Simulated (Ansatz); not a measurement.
# Ir (Fm-3m) in Ansatz: a series of runs

The runs below take Ir through single point, with PBEsol.

Program: Ansatz 0.2.0. These are calculated values, not measurements. Logs are shortened: lines on timing, memory, paths and dates and some standing lists are left out, and cuts for length are marked.

**1. Starting point**

Symmetry: Fm-3m, No. 225, cubic system. Conventional cell: a = 3.831 Å, b = 3.831 Å, c = 3.831 Å, α = 90.00°, β = 90.00°, γ = 90.00°. Around Ir (site symmetry m-3m) lie 12 Ir at 2.71 Å.

**2. Single point, PBEsol, 13.22 Å³/atom (volume scaled by 0.94)**

File input.yaml:

```yaml
crystal:
  lattice:
    - [0.0, 1.8764951499, 1.8764951499]
    - [1.8764951499, 0.0, 1.8764951499]
    - [1.8764951499, 1.8764951499, 0.0]
  atoms:
    - { symbol: Ir, position: [0.0, 0.0, 0.0] }
kpoints:
  mp_grid: { grid: [12, 12, 12] }
scf:
  occupations: { method: fermi_dirac, width: 0.05 }
hamiltonian:
  xc: pbesol
  pseudopotentials: { kind: all_electron, lapw: { basis_error: 0.0005 } }
output:
  forces: true
  stress: true
  eigenvalues: true
```

Potentials or basis: all-electron LAPW, scalar-relativistic.

Started as:

```
$ ansatz run input.yaml --threads 1 --pin off --max-ram 3072MiB --backend cpu --events-out ev --progress --plain --runs-dir out
```

Output:

```text
Warning: RAYON_NUM_THREADS=1 ignored (pool sized by the plan → 1); use --threads N
LAPW: plane waves up to 9.193 Å⁻¹, error target 5.0e-4 eV per atom; small_component_spin mean_spin; Ir in spheres of 1.327 Å, 47 of its electrons in bands, Dirac shells [] (how accurate: hamiltonian.pseudopotentials.lapw.basis_error, Limitations)
Engine: ansatz 0.2.0, aarch64-unknown-linux-gnu
Pseudopotentials: kind: all_electron
Pseudopotential: Ir, LAPW, valence charge 47, lapw/all_electron/scalar/gaussian/Ir, Koelling and Harmon's equation, gaussian nucleus
Functional definition: PBEsol
  exchange = pbesol_x
  correlation = pbesol_c
Crystal: 1 atoms, lattice volume = 13.215 Å³
Basis set: ecut = 321.9635358252171 eV, 169 PW (Γ), exchange–correlation at level 2
Bands: 29, of which v1, the nominal top of the filled ones, is band 24 counted from 1 (23 counted from 0)
Symmetry: 48 space group operations
Space group: Fm-3m (ITA 225), of the structure as read, at distance tolerance 2.4e-5 Å
k-points: 72 of 1728
Non-local potential: Ir, projectors of the file, none
Initial density: superposition of atomic densities (chi_scale 0.1, normalization cell)
Initial wavefunctions: plane waves of lowest kinetic energy (no species holds an atomic orbital)
Functional: x = pbesol(κ = 0.804, μ = 0.12345679012345678), c = pbesol(β = 0.046)
iter 1 solved again at ethr=3.77e-5 eV; its pass at ethr=1.00e-1 eV (dr2=1.77e-2 eV) is discarded
SCF iter   1: F=—  HF=-484889.768750 eV  |F-HF|=—  |Δ(HF+E_count)|=         —  Δρ=1.92e-2  dr2=1.79e-2  ethr=3.77e-5  ⟨swp⟩=3.3  Hψ=13255  notcnv=0
preconditioner: auto → Kerker (q_TF=auto, 3.371 Å⁻¹)  [metal: Δε(μ)=0.006 eV  Ē_g=17.009 eV  σ=0.050 eV  W_gap=0.03  n_scr=14 (ndim 8)  ℏωp=30.6 eV  f_vac=0.000  D(μ)=0.46/eV (n_scr^D=0)]
SCF iter   2: F=—  HF=-484889.686142 eV  |F-HF|=—  |Δ(HF+E_count)|=   8.26e-2  Δρ=6.92e-3  dr2=2.91e-3  ethr=3.77e-5  ⟨swp⟩=2.3  Hψ=6415  notcnv=0
SCF iter   3: F=—  HF=-484889.682814 eV  |F-HF|=—  |Δ(HF+E_count)|=         —  Δρ=5.01e-3  dr2=1.78e-3  ethr=6.19e-6  ⟨swp⟩=2.0  Hψ=6033  notcnv=0
the basis was enlarged: its passes take 1022.2 KiB over the memory plan, 1 of 1 planned eigensolver slots
SCF iter   4: F=—  HF=-484889.682653 eV  |F-HF|=—  |Δ(HF+E_count)|=   1.61e-4  Δρ=2.59e-3  dr2=6.17e-4  ethr=3.79e-6  ⟨swp⟩=2.0  Hψ=6033  notcnv=0
SCF iter   5: F=—  HF=-484889.682707 eV  |F-HF|=—  |Δ(HF+E_count)|=   5.43e-5  Δρ=9.93e-4  dr2=1.11e-4  ethr=1.31e-6  ⟨swp⟩=2.0  Hψ=6033  notcnv=0
iter 6 solved again at ethr=5.76e-9 eV; its pass at ethr=2.36e-7 eV (dr2=2.71e-6 eV) is discarded
SCF iter   6: F=—  HF=-484889.682710 eV  |F-HF|=—  |Δ(HF+E_count)|=   2.93e-6  Δρ=1.77e-4  dr2=2.71e-6  ethr=5.76e-9  ⟨swp⟩=2.0  Hψ=10267  notcnv=0
SCF iter   7: F=—  HF=-484889.682710 eV  |F-HF|=—  |Δ(HF+E_count)|=   5.42e-8  Δρ=4.81e-5  dr2=2.88e-7  ethr=5.76e-9  ⟨swp⟩=2.0  Hψ=6033  notcnv=0
SCF iter   8: F=-484889.682710 eV  HF=-484889.682710 eV  |F-HF|=3.14e-9  |Δ(HF+E_count)|=   5.98e-8  Δρ=1.17e-5  dr2=1.29e-8  ethr=6.14e-10  ⟨swp⟩=2.0  Hψ=6033  notcnv=0
SCF 1 converged in 8 iterations: F = -484889.682710 eV  dr2 = 1.29e-8
SCF converged after 8 iterations
Free energy (F): -484889.682710 eV
Harris-Foulkes:  -484889.682710 eV  (|F-HF|=3.14e-9)
Internal energy: -484889.678503 eV  (E = F + TS)
E sigma→0 (E₀):  -484889.680606 eV
Entropy (-TS):   -0.004208 eV (-4.208 meV/atom)
Fermi energy:    34.593970 eV
--- Per-component energies (eV) ---
  E_band       = -5506.016007
  E_kinetic    = 548628.600519
  E_xc         = -9339.305206
  E_electrostatic = -1024178.973815  (all electrons and nuclei)
  E_smearing   = -0.004208  (= −TS)
  E_closure    = 0.000000  (closes the sum)
  E_atoms      = -484879.537261  (free atoms, spherical and without spin; not in F)
  Σ components = -484889.682710   (vs F -484889.682710, Δ=0.00e0)
  Basis errors (estimates in eV, not in F): energy 1.1e-4 per atom: plane waves 9.2e-5 (4.6e-5 summed), levels above the bands 4.2e-197, relativity 1.6e-8, radial functions 1.8e-5, core shells 7.6e-9; eigenvalues (radial functions only) 1.4e-6; not estimated: angular momenta, meshes, grids; target (lapw.basis_error) 5.0e-4; muffin-tin radii Ir 1.327 Å
--- Forces (eV/Å), atoms counted from 1 ---
  atom   1  Ir     0.00000000    -0.00000000     0.00000000
  max |Σ_I F_I| component: 5.14e-32 eV/Å
--- Stress (GPa, compression-positive) ---
       27.026827      -0.000000       0.000000
       -0.000000      27.026827       0.000000
        0.000000       0.000000      27.026827
  P = ⅓ Tr σ = 27.0268 GPa (270.268 kbar)
--- Band table (eV; the first three rows and the last of 72) ---
  k-point 0: bands = ["-456.1907", "-456.1907", "-456.1907", "-250.9548", "-250.9548", "-250.9548", "-250.9157", "-250.9157", "-58.5777", "-22.8660", "-22.8229", "-22.8229", "-22.8229", "-22.8112", "-22.8112", "-22.8112", "-14.9445", "-14.9445", "-14.9445", "22.6348", "30.2184", "30.2184", "30.2184", "33.2356", "33.2356", "47.8862", "53.7738", "53.7738", "53.7738"]
  k-point 1: bands = ["-456.1907", "-456.1907", "-456.1907", "-250.9548", "-250.9548", "-250.9548", "-250.9157", "-250.9157", "-58.5716", "-22.8655", "-22.8237", "-22.8237", "-22.8228", "-22.8113", "-22.8109", "-22.8109", "-15.0152", "-14.9540", "-14.9540", "22.9667", "30.0369", "30.3610", "30.3610", "33.1393", "33.1393", "48.4717", "52.4673", "54.3418", "54.3418"]
  k-point 2: bands = ["-456.1907", "-456.1907", "-456.1907", "-250.9548", "-250.9548", "-250.9548", "-250.9157", "-250.9157", "-58.5550", "-22.8642", "-22.8259", "-22.8259", "-22.8227", "-22.8115", "-22.8098", "-22.8098", "-15.2060", "-14.9798", "-14.9798", "23.8674", "29.6788", "30.6507", "30.6507", "33.0405", "33.0405", "49.6505", "50.5994", "55.9465", "55.9465"]
  k-point 71: bands = ["-456.1907", "-456.1907", "-456.1907", "-250.9548", "-250.9548", "-250.9548", "-250.9157", "-250.9157", "-58.4564", "-22.8560", "-22.8344", "-22.8344", "-22.8316", "-22.8068", "-22.8068", "-22.8062", "-15.6095", "-15.6095", "-15.3271", "27.5818", "29.1484", "29.1484", "32.4973", "36.2472", "43.2849", "44.0444", "44.0444", "48.5992", "59.9397"]
```

Run time: 12 s. Hardware: 1 thread of Arm Neoverse V2, shared host; peak memory 0.32 GiB.

Results:

* Free energy: -484889.6827 eV
* Pressure: 27.0 GPa
* Band gap on the k mesh: none (metal or under the smearing width)

**3. Single point, PBEsol, 13.50 Å³/atom (volume scaled by 0.96)**

input.yaml, as its differences from that of step 2:

```diff
@@ -2,5 +2,5 @@
   lattice:
-    - [0.0, 1.8764951499, 1.8764951499]
-    - [1.8764951499, 0.0, 1.8764951499]
-    - [1.8764951499, 1.8764951499, 0.0]
+    - [0.0, 1.8897103398, 1.8897103398]
+    - [1.8897103398, 0.0, 1.8897103398]
+    - [1.8897103398, 1.8897103398, 0.0]
   atoms:
```

Potentials or basis: all-electron LAPW, scalar-relativistic.

Started as:

```
$ ansatz run input.yaml --threads 1 --pin off --max-ram 3072MiB --backend cpu --events-out ev --progress --plain --runs-dir out
```

Wall time 9.4 s (1 thread of Arm Neoverse V2, shared host); peak memory 0.3 GiB.

It converged, with:

| Quantity | Value |
| --- | --- |
| Free energy | -484889.7208 eV |
| Pressure | 16.6 GPa |
| Band gap on the k mesh | none (metal or under the smearing width) |

**4. Single point, PBEsol, 13.78 Å³/atom (volume scaled by 0.98)**

input.yaml, as its differences from that of step 3:

```diff
@@ -2,5 +2,5 @@
   lattice:
-    - [0.0, 1.8897103398, 1.8897103398]
-    - [1.8897103398, 0.0, 1.8897103398]
-    - [1.8897103398, 1.8897103398, 0.0]
+    - [0.0, 1.9027432368, 1.9027432368]
+    - [1.9027432368, 0.0, 1.9027432368]
+    - [1.9027432368, 1.9027432368, 0.0]
   atoms:
```

Started as:

```
$ ansatz run input.yaml --threads 1 --pin off --max-ram 3072MiB --backend cpu --events-out ev --progress --plain --runs-dir out
```

Wall time 8.9 s (1 thread of Arm Neoverse V2, shared host); peak memory 0.3 GiB.

The run converged. Its results:

- Free energy: -484889.7418 eV
- Pressure: 7.4 GPa
- Band gap on the k mesh: none (metal or under the smearing width)

**5. Single point, PBEsol, 14.06 Å³/atom**

input.yaml, as its differences from that of step 4:

```diff
@@ -2,5 +2,5 @@
   lattice:
-    - [0.0, 1.9027432368, 1.9027432368]
-    - [1.9027432368, 0.0, 1.9027432368]
-    - [1.9027432368, 1.9027432368, 0.0]
+    - [0.0, 1.9156, 1.9156]
+    - [1.9156, 0.0, 1.9156]
+    - [1.9156, 1.9156, 0.0]
   atoms:
```

Started as:

```
$ ansatz run input.yaml --threads 1 --pin off --max-ram 3072MiB --backend cpu --events-out ev --progress --plain --runs-dir out
```

Wall time 9.6 s (1 thread of Arm Neoverse V2, shared host); peak memory 0.3 GiB.

Results (log left out):

| Property | Result |
| --- | --- |
| Free energy | -484889.7476 eV |
| Pressure | -0.7 GPa |
| Band gap on the k mesh | none (metal or under the smearing width) |

**6. Single point, PBEsol, 14.34 Å³/atom (volume scaled by 1.02)**

input.yaml, as its differences from that of step 5:

```diff
@@ -2,5 +2,5 @@
   lattice:
-    - [0.0, 1.9156, 1.9156]
-    - [1.9156, 0.0, 1.9156]
-    - [1.9156, 1.9156, 0.0]
+    - [0.0, 1.9282864624, 1.9282864624]
+    - [1.9282864624, 0.0, 1.9282864624]
+    - [1.9282864624, 1.9282864624, 0.0]
   atoms:
```

Potentials or basis: all-electron LAPW, scalar-relativistic.

Started as:

```
$ ansatz run input.yaml --threads 1 --pin off --max-ram 3072MiB --backend cpu --events-out ev --progress --plain --runs-dir out
```

Wall time 10 s (1 thread of Arm Neoverse V2, shared host); peak memory 0.3 GiB.

It converged, with:

| Quantity | Value |
| --- | --- |
| Free energy | -484889.7398 eV |
| Pressure | -8.0 GPa |
| Band gap on the k mesh | none (metal or under the smearing width) |

**7. Single point, PBEsol, 14.62 Å³/atom (volume scaled by 1.04)**

input.yaml, as its differences from that of step 6:

```diff
@@ -2,5 +2,5 @@
   lattice:
-    - [0.0, 1.9282864624, 1.9282864624]
-    - [1.9282864624, 0.0, 1.9282864624]
-    - [1.9282864624, 1.9282864624, 0.0]
+    - [0.0, 1.940808154, 1.940808154]
+    - [1.940808154, 0.0, 1.940808154]
+    - [1.940808154, 1.940808154, 0.0]
   atoms:
```

Started as:

```
$ ansatz run input.yaml --threads 1 --pin off --max-ram 3072MiB --backend cpu --events-out ev --progress --plain --runs-dir out
```

Run time: 11 s. Hardware: 1 thread of Arm Neoverse V2, shared host; peak memory 0.3 GiB.

The run converged. Its results:

* Free energy: -484889.7201 eV
* Pressure: -14.4 GPa
* Band gap on the k mesh: none (metal or under the smearing width)

**8. Single point, PBEsol, 14.90 Å³/atom (volume scaled by 1.06)**

input.yaml, as its differences from that of step 7:

```diff
@@ -2,5 +2,5 @@
   lattice:
-    - [0.0, 1.940808154, 1.940808154]
-    - [1.940808154, 0.0, 1.940808154]
-    - [1.940808154, 1.940808154, 0.0]
+    - [0.0, 1.9531703226, 1.9531703226]
+    - [1.9531703226, 0.0, 1.9531703226]
+    - [1.9531703226, 1.9531703226, 0.0]
   atoms:
```

Started as:

```
$ ansatz run input.yaml --threads 1 --pin off --max-ram 3072MiB --backend cpu --events-out ev --progress --plain --runs-dir out
```

Wall time 11 s (1 thread of Arm Neoverse V2, shared host); peak memory 0.3 GiB.

The run converged. Its results:

| Quantity | Value |
| --- | --- |
| Free energy | -484889.6898 eV |
| Pressure | -20.0 GPa |
| Band gap on the k mesh | none (metal or under the smearing width) |
